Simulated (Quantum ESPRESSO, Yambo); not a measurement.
Planning a run of Yambo 5.3.0 on CdSe (F-43m). The input:

```
HF_and_locXC
gw0
dyson
cohsex
em1s
rim_cut
RandQpts= 1000000
RandGvec= 1 RL
EXXRLvcs= 104 Ry
VXCRLvcs= 416 Ry
Chimod= "HARTREE"
% BndsRnXs
 1 | 167 |
%
NGsBlkXs= 15.5 Ry
% LongDrXs
 1 | 1 | 1 |
%
% GbndRnge
 1 | 167 |
%
DysSolver= "n"
ExtendOut
% QPkrange
 1 | 1 | 21 | 24 |
%
```

```sh
OMP_NUM_THREADS=1 mpirun -n 4 yambo -F gw4.in -J gw4 -C gw4 > gw4.log
```

The stored states that it reads are on a 4×4×4 mesh. The structure is cubic, space group F-43m (No. 216). Conventional cell: a = 6.050 Å, b = 6.050 Å, c = 6.050 Å, α = 90.00°, β = 90.00°, γ = 90.00°. Nearest to Cd lie 4 Se at 2.62 Å. Nearest to Se lie 4 Cd at 2.62 Å. Farther neighbours and most contacts between anions are not listed.

**Question.** Estimate wall time and host memory on 4 MPI ranks of Intel Xeon 6975P-C (Granite Rapids), shared host.

It took 4.3 min; on shared hardware allow 2.1 min to 8.6 min. Peak host memory was 2.4 GiB.

The screening grows as filled bands × empty bands × pairs of k points, times the square of the screening basis for the matrix.

[Paths, hosts, dates, memory and timing lines, banners, echoed tables and standing remarks are left out of the program output.]

[Logs are printed without paths, hosts, clocks, repeated set-up lines and the standing remarks that a program may print on its own settings, such as how far it seeks lower states.]

[Runs of the session that timed out or met a known fault of the program may be left out.]

[Hosts, paths, dates, database ids (printed as entryN), source tags and the programs' standing remarks are cut or masked in the printed files.]
